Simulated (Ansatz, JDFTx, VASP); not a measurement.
## PbS: 4 runs at one level of theory

The starting cell:

```xyz
2
Lattice="0.0000 2.9657 2.9657 2.9657 0.0000 2.9657 2.9657 2.9657 0.0000" Properties=species:S:1:pos:R:3 pbc="T T T"
Pb    0.0000    0.0000    0.0000
S     2.9657    2.9657    2.9657
```

Alike in all runs: task relaxation of cell and atoms; functional PBEsol; k mesh 8 × 8 × 8; occupations fermi-dirac, width 0.05 eV; no spin polarisation; no spin-orbit coupling.

```csv
program and potentials,plane-wave cutoff (eV),notes,equilibrium volume (Å³/atom)
"Ansatz, Ansatz PAW",420,"potentials made for PBE, which Ansatz adapts in part",25.70
"JDFTx, PseudoDojo-SR-PBEsol-0.4.1-standard with smoothed tails",762,-,25.72
"VASP, PBE PAW files Pb_d, S, 600 eV",600,potentials made for PBE,25.71
"Ansatz, all-electron LAPW, scalar-relativistic",-,-,25.71
```

The equilibrium volume spans 25.70 (Ansatz, Ansatz PAW) to 25.72 Å³/atom (JDFTx, PseudoDojo-SR-PBEsol-0.4.1-standard with smoothed tails), with all-electron results at 25.71. Relaxations stop with a little pressure left, so the last digit of a volume isn't settled.

Differences between rows come from potentials, basis sets and numerical settings, since the functional is the same but for its coding. Runs on potential files found faulty are left out.

The four runs give practically the same equilibrium volume for rock-salt PbS, and both the PAW and the pseudopotential results match the all-electron value of 25.71 Å³/atom. The potentials therefore describe the Pb and S cores well enough for this property. That includes the potentials made for PBE, probably because changing between related gradient-corrected functionals alters the core density little, while the valence electrons, which set the bond length, are treated with PBEsol throughout.

The bonding is polar, between largely S 3p valence states and Pb 6p, with the filled Pb 6s shell mixing into the top of the valence band. The volume lies slightly below the one measured at room temperature, as expected in part for a static lattice without zero-point motion or thermal expansion. The agreement between codes speaks for numerical consistency, not for the accuracy of PBEsol itself, and it doesn't carry over to the band gap, where spin-orbit coupling in the Pb 6p states matters far more than it does for the volume.
